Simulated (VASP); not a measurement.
Set up this calculation in VASP 6.6.1, as the native input.

- Task: single point
- Functional: LDA
- Potentials or basis: VASP PAW LDA potentials, release 64 (Mg)
- Cutoff: 520 eV
- k mesh: 18 × 18 × 18
- Occupations: gaussian, width 0.15 eV
- Spin: no spin polarisation
- Dipole correction: no
- Further INCAR settings: ALGO = Normal; EDIFF = 1e-06; NBANDS = 7

The structure of Mg lies in POSCAR:

```
Mg
1.0
    0.0000000000      2.1320432000      2.2442560000
    2.1320432000      0.0000000000      2.2442560000
    2.1320432000      2.1320432000      0.0000000000
Mg
1
Direct
    0.0000000000      0.0000000000      0.0000000000
```

This isn't the form of Mg at room conditions, which is hcp.

The cell isn't the ideal one: strain -0.050 along x and y, +0.000 along z, atoms carried along.

These files were run (other wordings do the same):

INCAR

```
SYSTEM = Mg
PREC     = Accurate       ! precision mode
ENCUT    = 520            ! plane-wave cutoff, eV
EDIFF    = 1E-6           ! SCF threshold, eV
ISMEAR   = 0              ! smearing method
SIGMA    = 0.15           ! smearing width, eV
LREAL    = .False.        ! projectors in reciprocal space
LASPH    = .True.         ! aspherical terms in the spheres
NELM     = 100            ! most SCF steps
ALGO     = Normal         ! electronic algorithm
ISIF     = 2              ! what is computed and relaxed
LWAVE    = .False.        ! write WAVECAR
LCHARG   = .False.        ! write CHGCAR
NBANDS   = 7              ! bands
```

KPOINTS

```
regular mesh
0
Gamma
  18 18 18
  0 0 0
```

Potentials or basis: VASP PAW LDA potentials, release 64 (Mg).

Command:

```sh
$ cat potpaw_LDA.64/Mg/POTCAR > POTCAR
$ mpirun -np 1 vasp_std > vasp.out
```

It gave:

```
Pressure               : 2.6 GPa
Band gap on the k mesh : none (metal or under the smearing width)
```

It took 18 s on 1 thread of Intel(R) Xeon(R) Platinum 8488C (Sapphire Rapids), on a shared host, peak memory 0.18 GiB.
